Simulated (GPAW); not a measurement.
# Ti (P6/mmm) in GPAW: equation of state with LDA

Aim: the equation of state of Ti with LDA.

Program: GPAW 26.7.0. These are calculated values, not measurements. Logs are shortened: lines on timing, memory, paths and dates and some standing lists are left out, and cuts for length are marked. The log counts tension as positive stress, the text compression.

**1. Starting point**

It takes space group P6/mmm (No. 191, hexagonal). Conventional cell: a = 4.567 Å, b = 4.567 Å, c = 2.826 Å, α = 90.00°, β = 90.00°, γ = 120.00°. Ti (site symmetry -6m2) has 11 Ti at 2.64 to 2.99 Å as nearest neighbours. Around Ti (site symmetry 6/mmm) lie 14 Ti at 2.83 to 2.99 Å.

This isn't the form of Ti at room conditions, which is hcp.

**2. Equation of state, LDA**

run.py

```python
from ase import Atoms
from ase.eos import EquationOfState
from ase.io import Trajectory
from ase.units import GPa
from gpaw import GPAW, PW

atoms = Atoms(['Ti', 'Ti', 'Ti'],
              cell=[[4.5673748306, 0.0, 0.0],
                    [-2.2836874153, 3.9554626319, 0.0],
                    [0.0, 0.0, 2.82624427]],
              scaled_positions=[[0.6666666667, 0.3333333333, 0.5],
                                [0.3333333333, 0.6666666667, 0.5],
                                [0.0, 0.0, 0.0]],
              pbc=True)

traj = Trajectory('eos.traj', 'w')
volumes, energies = [], []
for x in [0.94, 0.96, 0.98, 1.0, 1.02, 1.04, 1.06]:
    a = atoms.copy()
    a.set_cell(atoms.cell * x**(1 / 3), scale_atoms=True)
    calc = GPAW(mode=PW(600),
                xc='LDA',
                kpts={'size': (6, 6, 8), 'gamma': True},
                occupations={'name': 'fermi-dirac', 'width': 0.05},
                nbands=34,
                convergence={'density': 1e-05, 'energy': 1e-05},
                maxiter=150,
                txt=f'eos-{x:.2f}.txt')
    a.calc = calc
    energies.append(a.get_potential_energy(force_consistent=True))
    volumes.append(a.get_volume())
    p = -a.get_stress()[:3].mean() / GPa
    calc.write(f'eos-{x:.2f}.gpw')
    traj.write(a)
    print(f'{x:.2f} {volumes[-1]:10.4f} A^3 {energies[-1]:14.6f} eV {p:9.3f} GPa', flush=True)

v0, e0, B = EquationOfState(volumes, energies, eos='birchmurnaghan').fit()
print(f'V0 = {v0:.4f} A^3, E0 = {e0:.6f} eV, B0 = {B / GPa:.2f} GPa')
```

Potentials or basis: the program's PAW data sets (release 1.2.1) made for this functional, pw.

Command:

```
$ OMP_NUM_THREADS=1 python run.py
```

Standard output:

```text
__  _  _
 | _ |_)|_||  |
 |__||  | ||/\| - 26.7.0

Input parameters:
  mode=PW(ecut=600.0),
  convergence={'density': 1e-05, 'energy': 1e-05},
  kpts=MonkhorstPack(size=(6, 6, 8), gamma=True),
  maxiter=150,
  nbands=34,
  occupations=Occupations(name='fermi-dirac', width=0.05),
  xc=XC(name='LDA')

Diagonalizing LCAO Hamiltonian
Converting LCAO to pw mode

         Ti
             Ti

       Ti

Atoms  # Å, Bohr magnetons
|   | symbol |         x |        y |        z |    initial magnetic moments |
|---|--------|-----------|----------|----------|-----------------------------|
| 0 |     Ti |  2.237068 | 1.291572 | 1.384275 | ( 0.0000,  0.0000,  0.0000) |
| 1 |     Ti | -0.000000 | 2.583144 | 1.384275 | ( 0.0000,  0.0000,  0.0000) |
| 2 |     Ti |  0.000000 | 0.000000 | 0.000000 | ( 0.0000,  0.0000,  0.0000) |

Unit cell  # Å
| periodic |         x |        y |        z |  lengths |     angles |
|----------|-----------|----------|----------|----------|------------|
|      yes |  4.474137 | 0.000000 | 0.000000 | 4.474137 |  90.000000 |
|      yes | -2.237068 | 3.874716 | 0.000000 | 4.474137 |  90.000000 |
|      yes |  0.000000 | 0.000000 | 2.768550 | 2.768550 | 120.000000 |

Number of symmetries: 24
Symmetry operations  # r_c * U_cc + t_c -> r_c
|    | kind |            matrix            |
|----|------|------------------------------|
|  0 |  σ   |  1, 1, 0,  0,-1, 0,  0, 0, 1 |
|  1 |  C2  |  1, 1, 0,  0,-1, 0,  0, 0,-1 |
|  2 |  C6  |  1, 1, 0, -1, 0, 0,  0, 0, 1 |
|  3 |  S6  |  1, 1, 0, -1, 0, 0,  0, 0,-1 |
|  4 |  E   |  1, 0, 0,  0, 1, 0,  0, 0, 1 |
|  5 |  σ   |  1, 0, 0,  0, 1, 0,  0, 0,-1 |
|  6 |  σ   |  1, 0, 0, -1,-1, 0,  0, 0, 1 |
|  7 |  C2  |  1, 0, 0, -1,-1, 0,  0, 0,-1 |
|  8 |  σ   |  0, 1, 0,  1, 0, 0,  0, 0, 1 |
|  9 |  C2  |  0, 1, 0,  1, 0, 0,  0, 0,-1 |
| 10 |  C3  |  0, 1, 0, -1,-1, 0,  0, 0, 1 |
| 11 |  S3  |  0, 1, 0, -1,-1, 0,  0, 0,-1 |
| 12 |  C6  |  0,-1, 0,  1, 1, 0,  0, 0, 1 |
| 13 |  S6  |  0,-1, 0,  1, 1, 0,  0, 0,-1 |
| 14 |  σ   |  0,-1, 0, -1, 0, 0,  0, 0, 1 |
| 15 |  C2  |  0,-1, 0, -1, 0, 0,  0, 0,-1 |
| 16 |  σ   | -1, 0, 0,  1, 1, 0,  0, 0, 1 |
| 17 |  C2  | -1, 0, 0,  1, 1, 0,  0, 0,-1 |
| 18 |  C2  | -1, 0, 0,  0,-1, 0,  0, 0, 1 |
| 19 |  i   | -1, 0, 0,  0,-1, 0,  0, 0,-1 |
| 20 |  C3  | -1,-1, 0,  1, 0, 0,  0, 0, 1 |
| 21 |  S3  | -1,-1, 0,  1, 0, 0,  0, 0,-1 |
| 22 |  σ   | -1,-1, 0,  0, 1, 0,  0, 0, 1 |
| 23 |  C2  | -1,-1, 0,  0, 1, 0,  0, 0,-1 |

BZ-sampling:
  Number of BZ points: 288
  Number of IBZ points: 35

  Monkhorst-Pack size: [6, 6, 8]
  Monkhorst-Pack shift: [0.08333333333333333, 0.08333333333333333, 0.0625]

K-points  # in reciprocal-cell coordinates
|     |                                coordinates |     weight |
|-----|--------------------------------------------|------------|
|   0 | (  0.00000000,   0.00000000,   0.00000000) | 0.00347222 |
|   1 | (  0.00000000,   0.00000000,   0.12500000) | 0.00694444 |
|   2 | (  0.00000000,   0.00000000,   0.25000000) | 0.00694444 |
|   3 | (  0.00000000,   0.00000000,   0.37500000) | 0.00694444 |
|   4 | (  0.00000000,   0.00000000,   0.50000000) | 0.00347222 |
|   5 | (  0.16666667,   0.00000000,   0.00000000) | 0.02083333 |
|   6 | (  0.16666667,   0.00000000,   0.12500000) | 0.04166667 |
|   7 | (  0.16666667,   0.00000000,   0.25000000) | 0.04166667 |
|   8 | (  0.16666667,   0.00000000,   0.37500000) | 0.04166667 |
|   9 | (  0.16666667,   0.00000000,   0.50000000) | 0.02083333 |
| ... |                                            |            |
|  34 | (  0.50000000,   0.50000000,   0.50000000) | 0.01041667 |

Plane wave coefficients: 1625
Cutoff: 600.0 eV

Spin-components: 1 (collinear spins)
Bands:           34
Projectors:      18
Spin-degeneracy: 2
Datatype:        complex128

Parallelization:
  kpt:    1
  domain: 1
  band:   1

Density:
  Valence electrons: 36.0
  Components: 1
  Grid points: [27 27 16]
  Charge: 0.0  # |e|

Potential:
  Grid points: [27 27 16]

species:
  Ti:
    name:    Titanium
    Z:       22.0
    valence: 12
    core:    10
    charge:  0.0  # [|e|]
    compensation charges:
      type: gauss
      rc: 0.38  # [Å]
      lmax: 2
    cutoffs:
      filter: 2.23  # [Å]
      core: 1.02  # [Å]
    projectors
    | kind |    occ | energy [eV] | rcut [Å] |
    |------|--------|-------------|----------|
    |   3s |  2.000 |     -62.257 |    1.270 |
    |   4s |  2.000 |      -4.593 |    1.270 |
    |   3p |  6.000 |     -38.791 |    1.058 |
    |   4p |  0.000 |      -1.536 |    1.058 |
    |   3d |  2.000 |      -4.463 |    1.058 |
    |    d |        |      22.748 |    1.058 |

    Using partial waves for Ti as LCAO basis

Reference energy: -69521.847178  # eV

eigensolver:
  PPCG
  Converge bands: occupied
  niter=2

density mixing:
  MSR1-Mixer
  Pratt-step length: 0.05
  Maximum mixing coefficient: 0.75
  Old densities: 10
  SVD Regularization: 0.005
  Good broyden scale: 1.0
  Trust region scale: 1.0
  Backstep threshold: 4.0
  History deletion threshold: 6.0
  Fourier metric: weight=20.0, sigma=0.015

occupation numbers:
  Fermi-Dirac:
    width: 0.0500  # eV

poisson solver:
  ecut: 4800.0  # eV

xc functional:
  name: None

convergence criteria:
- Maximum integral of absolute [dens]ity change: 1e-05 electrons / valence electron
- Maximum [total energy] change in last 3 cyles: 1e-05 eV / valence electron
- Maximum integral of absolute [eigenst]ate change: 4e-08 eV^2 / valence electron
maximum number of iterations: 150

SCF iterations
|iter     | |      energy | eigst |  dens |
|---------|-|-------------|-------|-------|
|iter:   1| |  -23.124525 | -0.05 |       |
|iter:   2| |  -22.966189 | -2.40 | -1.28 |
|iter:   3| |  -22.930916 | -1.10 | -1.31 |
|iter:   4| |  -22.468599 | -1.93 | -1.28 |
|iter:   5| |  -22.433553 | -2.97 | -1.72 |
|iter:   6| |  -22.454675 | -2.90 | -2.05 |
|iter:   7| |  -22.440281 | -3.41 | -2.01 |
|iter:   8| |  -22.440453 | -4.60 | -2.93 |
|iter:   9| |  -22.440470c| -6.64 | -3.86 |
|iter:  10| |  -22.440475c| -7.24 | -4.27 |
|iter:  11| |  -22.440475c| -8.05c| -5.17c|

Converged in 11 steps
Energy contributions relative to reference atoms: (reference = -69521.847178)

Energy contributions:
  Kinetic:          19.956360
  Coulomb:         -16.975381
  Zero:             -0.037265
  External:          0.000000
  Xc:              -25.369658
  Entropy:          -0.029061
  Spinorbit:         0.000000
  ----------------------------
  Free energy:     -22.455005
  Extrapolated:    -22.440475

dipole moment: (-7.158434, -12.398772, -8.859130)  # |e|*Ang

Fermi level: 9.029
Eigenvalues  # (at kpt = [0.000, 0.000, 0.000])
| band index |      eig [eV] | occ [0-2] |
|------------|---------------|-----------|
|          0 |       -47.112 |     2.000 |
|        ... |               |           |
|         11 |       -22.979 |     2.000 |
|         12 |         2.889 |     2.000 |
|         13 |         6.883 |     2.000 |
|         14 |         8.320 |     2.000 |
|         15 |         8.320 |     2.000 |
|         16 |         8.431 |     2.000 |
[... 8 lines left out ...]
|         25 |        11.028 |     0.000 |
|         26 |        13.079 |     0.000 |
|        ... |               |           |
|         33 |        19.217 |     0.000 |

No gap
No difference between direct/indirect transitions

Stress tensor  # eV/Ang^3
|        x |        y |        z |
|----------|----------|----------|
| 0.010337 | 0.000000 | 0.000000 |
| 0.000000 | 0.010337 | 0.000000 |
| 0.000000 | 0.000000 | 0.005803 |

# Writing to eos-0.94.gpw (mode='')
```

Run time: 9.1 min. Hardware: 1 thread of AMD EPYC 7R43 (Zen 3), shared host; peak memory 0.26 GiB.

Results:

* Equilibrium volume: 15.94 Å³/atom (rough: see the caveat)
* Bulk modulus at fixed shape and positions: 127 GPa (rough)

Energy against volume, from the lowest point:
```csv
volume (Å³/atom),energy (meV/atom)
15.999,0.00
16.339,3.81
16.679,12.63
17.020,26.24
17.360,44.06
17.701,65.85
18.041,91.01
```

Caveat: the minimum lies outside the volumes run; the cell was scaled at fixed shape and fractional positions, which overstates the stiffness of a crystal with free parameters, most of all of layers and chains.
